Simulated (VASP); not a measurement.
## Ti2O: single point with LDA+U

The system is Ti2O.

```
Ti O
1.0
     2.91940    0.00000    0.00000
    -1.45970    2.52827    0.00000
     0.00000    0.00000    4.71300
Ti O
2 1
Direct
  0.33333 0.66667 0.72126
  0.66667 0.33333 0.27874
  0.00000 0.00000 0.00000
```

```
Program                : VASP 6.6.1
Task                   : single point
Functional             : LDA
Potentials or basis    : VASP PAW LDA potentials, release 64 (Ti_sv, O)
Cutoff                 : 520 eV
k mesh                 : 10 × 10 × 6
Occupations            : fermi-dirac, width 0.05 eV
Spin                   : no spin polarisation
Hubbard terms          : Ti d U = 5 eV
Further INCAR settings : ALGO = Normal; EDIFF = 1e-07
```

| Quantity | Value |
| --- | --- |
| Pressure | 12.6 GPa |
| Largest force | 1.385 eV/Å |
| Band gap on the k mesh | none (metal or under the smearing width) |

Forces in eV/Å, atoms in the order of the input:
```
Ti   0.000  0.000  1.385
Ti   0.000  0.000 -1.385
O    0.000  0.000  0.000
```

Stress tensor (GPa, compression positive):
```
10.07  0.00  0.00
 0.00 10.07  0.00
 0.00  0.00 17.73
```

Levels at points of the mesh, in eV from the Fermi level:
| k point | band 13 | band 14 | band 15 | band 16 | band 17 | band 18 |
| --- | --- | --- | --- | --- | --- | --- |
| (0.00, 0.00, 0.00) | -4.46 | -0.65 | 0.22 | 0.50 | 0.50 | 1.07 |
| (0.50, 0.00, 0.00) | -2.90 | -1.62 | -0.83 | 1.32 | 1.79 | 2.90 |
| (0.00, 0.00, 0.50) | -2.27 | -2.26 | 0.19 | 0.19 | 1.32 | 1.96 |
| (0.50, 0.00, 0.50) | -1.90 | -1.59 | -0.77 | -0.51 | 1.01 | 3.14 |

Eigenvalues of the final occupation matrices:
```csv
site,spin,trace,eigenvalues
site 1 d,1,0.92,0.15 0.15 0.20 0.20 0.22
site 1 d,2,0.92,0.15 0.15 0.20 0.20 0.22
site 2 d,1,0.92,0.15 0.15 0.20 0.20 0.22
site 2 d,2,0.92,0.15 0.15 0.20 0.20 0.22
```

Run time: 60 s on 1 thread of Intel(R) Xeon(R) Platinum 8375C CPU @ 2.90GHz (Ice Lake), on a shared host, peak memory 0.16 GiB.

Caveat: U without spin polarisation on a metal has little footing; forces of over 1 eV/Å show positions far from the minimum, so gaps and moduli don't describe the material at rest.
